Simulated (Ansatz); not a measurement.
Set up this calculation in Ansatz 0.2.0, as the native input.

```
Task                : relaxation of cell and atoms
Functional          : RPBE
Dispersion          : D4
Potentials or basis : Ansatz PAW
Cutoff              : 420 eV (not typed: the program's choice for these potentials)
k mesh              : 10 × 10 × 8
Occupations         : fermi-dirac, width 0.05 eV
Spin                : no spin polarisation
```

Crystal: Ga.

```
Ga
1.0
     1.38300   -4.02650    0.00000
     1.38300    4.02650    0.00000
    -0.11745    0.00000    3.32993
Ga
2
Direct
  0.13100 0.86900 0.75000
  0.86900 0.13100 0.25000
```

This isn't the form of Ga at room conditions, which is orthorhombic.

The input as run:

input.yaml

```yaml
crystal:
  lattice:
    - [1.383, -4.0265, 0.0]
    - [1.383, 4.0265, 0.0]
    - [-0.1174474948, 0.0, 3.3299294416]
  atoms:
    - { symbol: Ga, position: [0.131, 0.869, 0.75] }
    - { symbol: Ga, position: [0.869, 0.131, 0.25] }
hamiltonian:
  xc: rpbe
  pseudopotentials: { kind: paw }
  dispersion: d4
kpoints:
  mp_grid: { grid: [10, 10, 8] }
scf:
  occupations: { method: fermi_dirac, width: 0.05 }
output:
  forces: true
  stress: true
  eigenvalues: true
  write_density: true
  write_potential: true
  elf: true
  volumetric_format: npy
relax:
  f_tol: 0.01
  max_steps: 40
  cell: { stress_tol: 0.05 }
```

Potentials or basis: Ansatz PAW.

Launch:

```bash
$ ansatz run input.yaml --threads 2 --pin off --max-ram 5632MiB --backend cpu --events-out ev --progress --plain --runs-dir out
```

It gave:

```yaml
Relaxed_volume: 17.31 Å³/atom
Relaxed_cell: a = 4.230 Å, b = 4.230 Å, c = 3.127 Å, α = 90.41°, β = 90.41°, γ = 141.79°
Space_group_after_relaxing_to_0.05_Å: C2/c (No. 15)
Energy_gained_by_relaxing: 24.0 meV/atom
Ionic_steps: 7
Pressure_after_relaxing: 0.0 GPa
Band_gap_on_the_k_mesh: none (metal or under the smearing width)
```

Caveat: the plane-wave basis is chosen anew once the cell has moved, so the energies of steps on either side of that aren't comparable; pairwise dispersion overbinds metals, which lowers pressure and volume; the PAW data sets come from PBE, with cores solved anew for the run's functional, which leaves a small shift of forces and pressure.

It took 78 s on 2 threads of Intel(R) Xeon(R) Processor @ 2.50GHz (Skylake/Cascade Lake), with other jobs on the host, peak memory 0.46 GiB.
